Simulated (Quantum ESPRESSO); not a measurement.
**CaO in Quantum ESPRESSO: the effect of functional**

The system is CaO.

```xyz
2
Lattice="0.0000 2.4036 2.4036 2.4036 0.0000 2.4036 2.4036 2.4036 0.0000" Properties=species:S:1:pos:R:3 pbc="T T T"
Ca    0.0000    0.0000    0.0000
O     2.4036    2.4036    2.4036
```

The cell is a database's computed one.

Alike in all runs:

- Program: Quantum ESPRESSO 7.5
- Task: dielectric tensor
- Potentials or basis: PseudoDojo 0.4.1 SR PBE standard
- Cutoff: 1143 eV
- Density cutoff: 4572 eV
- k mesh: 8 × 8 × 8, shifted
- Occupations: fermi-dirac, width 0.05 eV
- Spin: no spin polarisation

Q: One run gave: pressure -1.9 GPa; dielectric constant 3.82 mean. Which functional did it use?
A. BLYP
B. WC
C. AM05

A: C.

| functional | pressure (GPa) | dielectric constant (mean) |
| --- | --- | --- |
| WC | -2.8 | 3.83 |
| BLYP | 4.3 | 3.69 |
| AM05 | -1.9 | 3.82 |

Caveats: the potentials were made for another functional, which shifts forces and pressure; the cell is more than 3 GPa from zero pressure, which shifts response properties (some runs).

Not every run made on this cell is shown here.
